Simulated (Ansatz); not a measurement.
NiO, 2 atoms in the cell. It takes space group Fm-3m (No. 225, cubic). Conventional cell: a = 4.172 Å, b = 4.172 Å, c = 4.172 Å, α = 90.00°, β = 90.00°, γ = 90.00°. Ni (site symmetry m-3m) is surrounded by 6 O at 2.09 Å. O (site symmetry m-3m) has 6 Ni at 2.09 Å as nearest neighbours. 

* Program: Ansatz 0.2.0
* Task: relaxation of cell and atoms
* Functional: revPBE
* Dispersion: D3(BJ)
* Potentials or basis: Ansatz PAW
* Cutoff: 420 eV (not typed: the program's choice for these potentials)
* k mesh: 11 × 11 × 11
* Occupations: fermi-dirac, width 0.05 eV
* Spin: collinear spin, ferromagnetic start
* Starting moments: [1.0, 0.0] μB

Potentials or basis: Ansatz PAW.

The run is started by

```sh
$ ansatz run input.yaml --threads 2 --pin off --max-ram 5632MiB --backend cpu --events-out ev --progress --plain --runs-dir out
```

Hardware: 2 threads of Intel(R) Xeon(R) Platinum 8259CL CPU @ 2.50GHz (Skylake/Cascade Lake), with other jobs on the host.

Task: Estimate the wall time of this run.

Result: It took 14 s on 2 threads of Intel(R) Xeon(R) Platinum 8259CL CPU @ 2.50GHz (Skylake/Cascade Lake) (shared host), peak memory 0.36 GiB. Counts: scf iterations 63, plane waves 339, k points 56, bands 17, ion steps 7.
